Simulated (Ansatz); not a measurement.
# SnSe (Fm-3m): relaxation of cell and ions

The task is a relaxation of cell and ions, for SnSe (Fm-3m).

Computed with Ansatz 0.2.0 through its Python package. Level of theory: DFT PBEsol+D3(BJ), plane waves, PAW.

## Step 1: The structure

The structure is cubic, space group Fm-3m (No. 225). The conventional cell has a = 6.020 Å, b = 6.020 Å, c = 6.020 Å, α = 90.00°, β = 90.00°, γ = 90.00°. Around Sn (site symmetry m-3m) lie 6 Se at 3.01 Å. Around Se (site symmetry m-3m) lie 6 Sn at 3.01 Å.

The script holds or builds the structure itself.

## Step 2: The code

The input, run_vcrelax.py:

```python
"""Cell relaxation of SnSe."""

import ansatz as az
from ase import Atoms
from ase.data import atomic_numbers
from ase.neighborlist import neighbor_list
import numpy as np
import spglib

def edges_and_angles(cell):
    cell = np.asarray(cell)
    a, b, c = np.linalg.norm(cell, axis=1)
    cosines = cell[1] @ cell[2] / (b * c), cell[0] @ cell[2] / (a * c), cell[0] @ cell[1] / (a * b)
    return (a, b, c, *np.degrees(np.arccos(cosines)))


def main() -> None:
    structure = (
        az.Lattice.fcc(6.02)
        .space_group(225)
        .atom("Sn", (0.0, 0.0, 0.0))
        .atom("Se", (0.5, 0.0, 0.0))
        .primitive()
    )

    # part of the cell is held
    job = (
        structure.calculation()
        .initial_density(normalization="atom")
        .scf(extra_bands=2)
        .occupations("fixed")
        .kpoints(5)
        .functional("pbesol", dispersion="d3bj")
        .relax(fix_cell=["a", "angles"], stress_tolerance=0.1)
    )
    steps = []


    def collect(event):
        if event["event"] == "relax_step":
            steps.append(event["data"])


    outcome = job.session().plan().execute(on_event=collect)
    r = outcome.report
    print("step   energy (eV)     max comp. (eV/A)   P (GPa)  SCF")
    for s in steps:
        print(f"{s['step']:4d} {s['lagrangian_ev']:15.5f} {s['allowed_force_max_ev_ang']:12.4f} {s['pressure_gpa']:10.3f} {s['n_scf']:5d}")

    first, last = steps[0], steps[-1]
    symbols = [site.symbol for site in outcome.lattice.sites]
    print(f"energy gained {first['lagrangian_ev'] - last['lagrangian_ev']:.4f} eV in {len(steps) - 1} steps")
    for label, vectors in (("before", first["cell_ang"]), ("after", outcome.lattice.cell_ang)):
        print(label, "a b c (A) {:.4f} {:.4f} {:.4f}  angles {:.2f} {:.2f} {:.2f}".format(*edges_and_angles(vectors)), f" V = {abs(np.linalg.det(vectors)):.3f} A^3")
    print("final stress xx yy zz (GPa, compression positive):", np.round(np.diag(r["stress_gpa"]), 3) + 0.0)

    final = Atoms(symbols, positions=last["positions_ang"], cell=outcome.lattice.cell_ang, pbc=True)
    i, j, d = neighbor_list("ijd", final, 4.5)
    print("neighbours within 1.15 times the shortest distance of each atom (A)")
    for atom in range(len(final)):
        near = [m for m in np.argsort(d) if i[m] == atom]
        shell = [m for m in near if d[m] < 1.15 * d[near[0]]]
        print(f"{symbols[atom]}{atom} ({len(shell)}):", ", ".join(f"{symbols[j[m]]} {d[m]:.3f}" for m in shell))

    fractions = [site.position_frac for site in outcome.lattice.sites]
    numbers = [atomic_numbers[s] for s in symbols]
    for tolerance in (1e-3, 1e-2, 1e-1):
        print(f"space group at {tolerance} A:", spglib.get_spacegroup((outcome.lattice.cell_ang, fractions, numbers), symprec=tolerance))

    print("relaxed fractional positions")
    for site in outcome.lattice.sites:
        print(f"  {site.symbol:2s}", " ".join(f"{v % 1:8.5f}" for v in np.round(site.position_frac, 5)))

    print(f"free energy      {r['free_energy_ev']:.5f} eV")
    print(f"per atom         {r['free_energy_ev'] / len(outcome.lattice.sites):.5f} eV")
    print(f"SCF iterations   {r['n_iterations']}  (converged: {r['converged']})")


if __name__ == "__main__":
    main()
```

## Step 3: The run

Command:

```
python run_vcrelax.py
```

Q: Predict the main results. Wanted: free energy; moves of the relaxation; energy gained; last largest force component; relaxed conventional cell; space group at the end.

The runs gave:

```
                                         quantity                                                                      value
                                      free energy                                        -11375.5759 eV (-5687.7880 eV/atom)
                          moves of the relaxation                                                                          3
energy gained (ahead of the last change of basis)                                                              20.3 meV/atom
                     last largest force component                                                                0.0000 eV/Å
                        relaxed conventional cell  a = 4.140 Å, b = 4.140 Å, c = 6.020 Å, α = 90.00°, β = 90.00°, γ = 90.00°
                           space group at the end                                                                     I4/mmm
```

In words: Over 3 moves the cell shrank by 5.4 % in volume, and within 0.02 Å the space group became I4/mmm. Held cell parameters can themselves lower the symmetry. Forces vanish by symmetry, so the ions can't move, and the end may be a saddle. Part of the cell is held or a pressure is applied, so the end point needn't be the zero-pressure lattice. The Fermi level of a run with fixed occupations marks the highest occupied state on its mesh, not mid-gap. Energies along a relaxation are free energies. Rows at an unchanged volume are solved on a plane-wave basis chosen afresh for that cell, so the energy jumps there and such rows are no steps of the walk. Edges and angles that the script prints are those of the cell as typed, here a primitive one. The cell relaxed to the group I4/mmm; tensors and edges are in the axes of the typed cell.
